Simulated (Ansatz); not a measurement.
Zinc-blende AlSb, treated with PBEsol (plane waves, PAW; Ansatz, a program for electronic structure).

Settings: plane-wave cutoff 520 eV, 10×10×10 k mesh, scalar-relativistic PAW data made under PBE.

Computed at the level's own relaxed cell.

### Question
Give the computed Poisson ratio, Young modulus, elastic constant C11, elastic constant C44 and elastic constant C12.

### Answer

- Poisson ratio: 0.272
- Young modulus: 73.7 GPa
- elastic constant C11: 80.6 GPa
- elastic constant C44: 37.0 GPa
- elastic constant C12: 40.4 GPa

Measured, for comparison: elastic constant C11 87.7 GPa, elastic constant C44 40.8 GPa, elastic constant C12 43.4 GPa (temperature not stated, not corrected to a static lattice; as tabulated in Oses et al. (2018), arXiv:1811.08464). Computed (rounded) less measured: elastic constant C11 -8 %, elastic constant C44 -9 %, elastic constant C12 -7 %.

Elastic constants are with the ions relaxed.

Spin–orbit coupling is not included.

Static lattice: no zero-point or thermal effects.

The result took very roughly 6 core-minutes.
